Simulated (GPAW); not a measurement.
The system is ZnSe (Stilleite).

```
Se Zn
1.0
     0.00000    2.83380    2.83380
     2.83380    0.00000    2.83380
     2.83380    2.83380    0.00000
Se Zn
1 1
Cartesian
  1.4169 1.4169 1.4169
  0.0000 0.0000 0.0000
```

Program: GPAW 26.7.0. Alike in all runs: task band structure; cell as given; k mesh 7 × 7 × 7; smearing fermi-dirac 0.05 eV.

**Question.** Order these runs on this cell by their band gap on the k mesh, lowest first.
A. level M06-L; potentials or basis GPAW PAW data sets (gpaw-data 1.2.1), pw; spin SOC, no magnetisation; cutoff (eV) 600; band points 80; spin axis theta (degrees) 0; spin axis phi (degrees) 0
B. level PBE; potentials or basis GPAW PAW data sets (gpaw-data 1.2.1), lcao:dzp; spin off; band points 100; grid spacing 0.16 Å
C. level BLYP; potentials or basis PAW data sets generated in the run's folder for this functional, pw; spin SOC, no magnetisation; cutoff (eV) 600; band points 60; spin axis theta (degrees) 54.7; spin axis phi (degrees) 45; eigensolver davidson
D. level mBEEF; potentials or basis GPAW PAW data sets (gpaw-data 1.2.1), pw; spin SOC, no magnetisation; cutoff (eV) 600; band points 80; spin axis theta (degrees) 90; spin axis phi (degrees) 45

**Answer.** C (1.11 eV), B (1.32 eV), A (1.48 eV), D (1.91 eV).

Caveats: spin-orbit coupling was added after a scalar SCF, so levels and gaps hold it while energy, forces, pressure and moments don't (some runs); this program's spin-orbit splittings come out too wide for heavy elements (some runs); the basis of atomic orbitals isn't converged, which shifts pressures, moduli and gaps (some runs).

A k mesh can miss the band edges.

Not every run made on this cell is shown here.
